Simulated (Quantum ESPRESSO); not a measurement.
**P: band structure with r2SCAN**

P:

```
P
1.0
     1.72573    0.99635    3.12968
    -1.72573    0.99635    3.12968
     0.00000   -1.99270    3.12968
P
2
Direct
  0.77292 0.77292 0.77292
  0.22708 0.22708 0.22708
```

This isn't the form of P at room conditions, which is orthorhombic.

```yaml
Program: Quantum ESPRESSO 7.5
Task: band structure
Functional: r2SCAN
Potentials_or_basis: SG15 PBE 1.2
Cutoff: 599 eV
Density_cutoff: 2395 eV
k_mesh: 7 × 7 × 7
Occupations: fermi-dirac, width 0.05 eV
Spin: no spin polarisation
Symmetry: off
Mixing_beta: 0.5
Most_SCF_iterations: 120
SCF_threshold: 1e-08 Ry
```

```yaml
Pressure: 1.3 GPa
Largest_force: 0.066 eV/Å
Band_gap_on_the_k_mesh: none (metal or under the smearing width)
```

Forces in eV/Å, atoms in the order of the input:
```
P    0.000  0.000 -0.066
P    0.000  0.000  0.066
```

Stress tensor (GPa, compression positive):
```
1.85 0.00 0.00
0.00 1.85 0.00
0.00 0.00 0.12
```

Levels at the corners of the path, in eV from the Fermi level:
```tsv
point	band 1	band 2	band 3	band 4	band 5	band 6	band 7	band 8	band 9	band 10
Γ	-17.56	-3.94	-3.49	-3.23	-3.23	1.38	2.72	2.72	6.16	6.16
L	-13.95	-12.71	-4.21	-3.72	-0.83	-0.19	0.20	0.50	9.20	10.50
B1	-13.02	-11.64	-7.98	-7.38	-1.87	1.16	5.11	5.23	7.60	8.07
B	-13.02	-11.64	-7.98	-7.38	-1.87	1.16	5.11	5.23	7.60	8.07
Z	-15.54	-11.60	-3.10	-3.10	-0.24	-0.24	0.13	2.41	9.39	9.90
Γ	-17.56	-3.94	-3.49	-3.23	-3.23	1.38	2.72	2.72	6.16	6.16
X	-12.87	-11.99	-8.36	-5.04	-4.55	3.34	4.17	4.45	7.40	8.87
Q	-12.87	-11.99	-8.36	-5.04	-4.55	3.34	4.17	4.45	7.40	8.87
F	-13.71	-10.73	-7.28	-5.86	-5.81	0.22	6.38	7.90	8.79	9.47
P1	-13.67	-11.21	-8.22	-5.40	-3.82	1.72	3.72	6.79	7.66	10.05
Z	-15.54	-11.60	-3.10	-3.10	-0.24	-0.24	0.13	2.41	9.39	9.90
L	-13.95	-12.71	-4.21	-3.72	-0.83	-0.19	0.20	0.50	9.20	10.50
P	-13.67	-11.21	-8.22	-5.40	-3.82	1.72	3.72	6.79	7.66	10.05
```

Run time: 50 s on 2 MPI ranks on Arm Neoverse V2 (shared host), peak memory 0.18 GiB a rank.

Caveat: the k mesh is coarse; the potentials were made for another functional, which shifts forces and pressure.
